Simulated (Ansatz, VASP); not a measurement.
MoH5: VASP beside Ansatz

```
CELL_PARAMETERS angstrom
0.00000 2.43530 2.43530
2.43530 0.00000 2.43530
2.43530 2.43530 0.00000
ATOMIC_POSITIONS crystal
H 0.11959 0.62680 0.62680
H 0.62680 0.62680 0.62680
H 0.62680 0.11959 0.62680
H 0.62680 0.62680 0.11959
H 0.25000 0.25000 0.25000
Mo 0.00000 0.00000 0.00000
```

Change from the starting cell: species swapped into the ErCu5 type (F-43m, No. 216).

Alike in both runs: functional PBE; k mesh 6 × 6 × 6; occupations gaussian, width 0.1 eV; no spin polarisation.

Ansatz relaxed the structure, and its values are those at the end. VASP's run is a single point on that final structure, the one shown.

|  | VASP | Ansatz |
| --- | --- | --- |
| version | VASP 6.6.1 | Ansatz 0.2.0 |
| potentials or method | VASP PAW PBE potentials, release 64 (H, Mo_sv) | scalar-relativistic, plane waves, PAW |
| plane-wave cutoff (eV) | 520 | 420 |
| valence electrons in the cell | 19 | 19 |

|  | VASP | Ansatz | Ansatz less VASP |
| --- | --- | --- | --- |
| gap on the k mesh at the Fermi level (eV) | none | none | - |
| pressure (GPa) | -0.1 | 0.0 | +0.07 |

A gap of «none» marks a metal or a gap that the smearing closes.

Caveats: the k mesh is coarse (spacing up to 0.37 Å⁻¹), so the values aren't converged.
